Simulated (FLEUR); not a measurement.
# Sn (I4_1/amd) in FLEUR: single point with PBE

Aim: the single point of Sn with PBE.

All numbers are computed with FLEUR MaX-R8.1 (later development tree); they aren't measurements. Logs are shortened: lines on timing, memory, paths and dates and some standing lists are left out, and cuts for length are marked.

### 1 The undisturbed crystal

Symmetry: I4_1/amd, No. 141, tetragonal system. The conventional cell has a = 5.880 Å, b = 5.880 Å, c = 3.199 Å, α = 90.00°, β = 90.00°, γ = 90.00°. Sn (site symmetry -4m2) has 6 Sn at 3.05 to 3.20 Å as nearest neighbours.

### 2 Single point, PBE (atoms moved at random, drawn with an rms of 0.15 Å)

The input, inp.xml:

```xml
<?xml version="1.0" encoding="UTF-8" standalone="no"?>
<fleurInput fleurInputVersion="0.39">
   <comment>
      Sn                                                                                                  
   </comment>
   <calculationSetup>
      <cutoffs Kmax="3.8" Gmax="11.8" GmaxXC="11.8" numbands="0"/>
      <scfLoop itmax="60" minDistance="0.00001" maxIterBroyd="15" imix="Anderson" alpha="0.05" precondParam="0.0" spinf="2.0" sdNocoIR="T"/>
      <coreElectrons ctail="T" frcor="F" kcrel="0" coretail_lmax="0"/>
      <xcFunctional name="pbe" relativisticCorrections="F"/>
      <magnetism jspins="1"/>
      <soc l_soc="F" theta="0.0" phi="0.0" spav="F"/>
      <expertModes spex="0" secvar="F"/>
      <geometryOptimization l_f="F" forcealpha="1.0" forcemix="BFGS" epsdisp="0.00001" epsforce="0.00001"/>
      <ldaU l_linMix="F" mixParam="0.05" spinf="1.0"/>
   </calculationSetup>
   <cell>
      <bzIntegration valenceElectrons="44.0" mode="gauss" fermiSmearingEnergy="0.00183747">
         <kPointListSelection listName="default-1"/>
         <!-- k-points included here -->
         <xi:include xmlns:xi="http://www.w3.org/2001/XInclude" href="kpts.xml"> </xi:include>
      </bzIntegration>
      <!-- symmetry operations included here -->
      <xi:include xmlns:xi="http://www.w3.org/2001/XInclude" href="sym.xml"> </xi:include>
      <bulkLattice scale="1.0">
         <bravaisMatrix>
            <row-1>   -5.5560602283737479     5.5560602283737479     3.0222427495490689</row-1>
            <row-2>    5.5560602283737479    -5.5560602283737479     3.0222427495490689</row-2>
            <row-3>    5.5560602283737479     5.5560602283737479    -3.0222427495490689</row-3>
         </bravaisMatrix>
      </bulkLattice>
   </cell>
   <atomSpecies>
      <species name="Tin (Sn)" element="Sn" atomicNumber="50">
         <mtSphere radius="2.46" gridPoints="813" logIncrement="0.016"/>
         <atomicCutoffs lmax="10" lnonsphr="8"/>
         <electronConfig flipSpins="F">
            <coreConfig>(1s1/2) (2s1/2) (2p1/2) (2p3/2) (3s1/2) (3p1/2) (3p3/2) (3d3/2) (3d5/2)</coreConfig>
            <valenceConfig>(4s1/2) (4p1/2) (4p3/2) (5s1/2) (4d3/2) (4d5/2) (5p1/2) (5p3/2)</valenceConfig>
            <stateOccupation state="(5p1/2)" spinUp="0.333333" spinDown="0.333333"/>
            <stateOccupation state="(5p3/2)" spinUp="0.666667" spinDown="0.666667"/>
         </electronConfig>
         <energyParameters s="5" p="5" d="4" f="4"/>
         <lo type="SCLO" l="0" n="4" eDeriv="0"/>
         <lo type="SCLO" l="1" n="4" eDeriv="0"/>
         <lo type="SCLO" l="1" n="4" eDeriv="1"/>
         <lo type="SCLO" l="2" n="4" eDeriv="2"/>
         <lo type="SCLO" l="3" n="4" eDeriv="2"/>
      </species>
   </atomSpecies>
   <atomGroups>
      <atomGroup species="Tin (Sn)">
         <relPos label="                   1">.1294950000 -.0792750000 .2596500000</relPos>
         <relPos label="                   2">-.1294950000 .0792750000 -.2596500000</relPos>
         <force calculate="T" relaxXYZ="TTT"/>
      </atomGroup>
   </atomGroups>
   <output dos="F" band="F" slice="F">
      <checks vchk="F" cdinf="F"/>
      <bandDOS minEnergy="-.5*Htr" maxEnergy="0.5*Htr" sigma="0.015" storeEVData="T"/>
      <vacuumDOS vacdos="F" integ="F" star="F" nstars="0" locx1="0.0" locy1="0.0" locx2="0.0" locy2="0.0" nstm="0" tworkf="0.0"/>
      <unfoldingBand unfoldBand="F" supercellX="1" supercellY="1" supercellZ="1"/>
      <plotting iplot="0" polar="F">
         <plot TwoD="T" vec1="  1.0  0.0  0.0" vec2="  0.0  1.0  0.0" vec3="  0.0  0.0  1.0" zero="  0.0  0.0  0.0" file="plot"/>
      </plotting>
      <chargeDensitySlicing numkpt="0" minEigenval="0.0" maxEigenval="0.0" nnne="0" pallst="F"/>
      <specialOutput eonly="F"/>
      <moessbauerParams electricFieldGradient="T" isomerShift="T" coreHyperfine="T" valenceHyperfine="T"/>
      <magneticCircularDichroism mcd="F" energyLo="-10.0" energyUp="0.0"/>
   </output>
  <!-- We include the file relax.xml here to enable relaxations (see documentation) -->
  <xi:include xmlns:xi="http://www.w3.org/2001/XInclude" href="relax.xml"> <xi:fallback/> </xi:include>
</fleurInput>
```

The input, crystal.txt:

```
Sn
&input cartesian=F /
-2.9401404553  2.9401404553  1.5993019889
2.9401404553  -2.9401404553  1.5993019889
2.9401404553  2.9401404553  -1.5993019889
1.8897261246
1.0 1.0 1.0

2
50 -0.0172590000  0.0393730000  0.0171190000
50 0.7237510000  0.1979230000  0.4978190000

&kpt div1=6 div2=6 div3=6 gamma=T /
```

Potentials or basis: all-electron, FLAPW.

Run with:

```console
$ inpgen -f crystal.txt -profile fastHighL
$ # inp.xml edited to the form shown
$ fleur_MPI
```

What it wrote:

```text
Welcome to FLEUR        (www.flapw.de)
      MaX-Release 8.1          (www.max-centre.eu)

 ========== k-point set info ==========
 Selected k-point list: default-1
 k-point list type: mesh
 6 x 6 x 6
 Number of k points: 112

 ------------Calculation Setup---------------------------
 Number of MPI-tasks      :            1
 Number of PE/node        :            1
 Number of OMP-threads    :            1
 Most efficient MPI parallelization for:
           1           2           4           7           8          14          16          28          56         112
 Additional eigenvalue parallelization possible
 Number of basis functions:          430
 Approximate size of matrices (H+S) per k-point:         0.003 GB
 --------------------------------------------------------
 Iteration:     1   Distance:       4.84210355 me/bohr^3
 Iteration:     2   Distance:       4.51932889 me/bohr^3
 Iteration:     3   Distance:       1.76624661 me/bohr^3
 Iteration:     4   Distance:       0.34101621 me/bohr^3
 Iteration:     5   Distance:       0.24943956 me/bohr^3
 Iteration:     6   Distance:       0.07184701 me/bohr^3
 Iteration:     7   Distance:       0.06118359 me/bohr^3
 Iteration:     8   Distance:       0.01221620 me/bohr^3
 Iteration:     9   Distance:       0.00589302 me/bohr^3
 Iteration:    10   Distance:       0.00236469 me/bohr^3
 Iteration:    11   Distance:       0.00069330 me/bohr^3
 Iteration:    12   Distance:       0.00014515 me/bohr^3
 Iteration:    13   Distance:       0.00009664 me/bohr^3
 Iteration:    14   Distance:       0.00002662 me/bohr^3
 Iteration:    15   Distance:       0.00001396 me/bohr^3
 Iteration:    16   Distance:       0.00001320 me/bohr^3
 Iteration:    17   Distance:       0.00000313 me/bohr^3

 ********************************************************************
 Run finished successfully
 Stop message:
   all done
 ********************************************************************
```

Wall time 2.5 min (1 thread of Arm Neoverse V2, shared host); peak memory 0.13 GiB.

Results:

```
Free energy                                           : -336282.7319 eV
Valence electrons inside the program's atomic spheres : Sn 19.80 (radii Sn 2.46 bohr)
```

Core levels (eV from the Fermi level):
```csv
atom,levels
1 Sn,"1s1/2 -28991.4, 2s1/2 -4371.8, 2p1/2 -4083.3, 2p3/2 -3852.6, 3s1/2 -840.3, 3p1/2 -723.1, 3p3/2 -680.9, 3d3/2 -473.9, 3d5/2 -465.2"
2 Sn,"1s1/2 -28991.4, 2s1/2 -4371.8, 2p1/2 -4083.3, 2p3/2 -3852.6, 3s1/2 -840.3, 3p1/2 -723.1, 3p3/2 -680.9, 3d3/2 -473.9, 3d5/2 -465.2"
```

Caveat: the k mesh is coarse (spacing up to 0.37 Å⁻¹), so the values aren't converged.
